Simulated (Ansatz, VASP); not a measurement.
C in VASP and in Ansatz

```
C
1.0
     1.64776    0.00000    0.00000
    -0.82388    1.42700    0.00000
     0.00000    0.00000    7.85635
C
2
Direct
  0.33333 0.66667 0.25000
  0.66667 0.33333 0.75000
```

Alike in both runs: task single point; functional PBE; k mesh 23 × 23 × 5; occupations fermi-dirac, width 0.1 eV; no spin polarisation.

|  | VASP | Ansatz |
| --- | --- | --- |
| version | VASP 6.6.1 | Ansatz 0.2.0 |
| potentials or method | VASP PAW PBE potentials, release 64 (C) | plane waves (420 eV) with PAW, scalar-relativistic |
| plane-wave cutoff (eV) | 520 | 420 |
| valence electrons in the cell | 8 | 8 |

|  | VASP | Ansatz | Ansatz less VASP |
| --- | --- | --- | --- |
| pressure (GPa) | 21.1 | 21.2 | +0.14 |
| largest component of the traceless stress (GPa) | 21.07 | 21.11 | +0.042 |

Caveats: so large a pressure means that the cell lies far from this level's equilibrium, or that cutoff or potentials fall short (VASP); this functional lacks dispersion, which binds the layers, so the pressure and a relaxed spacing across them are unreliable.
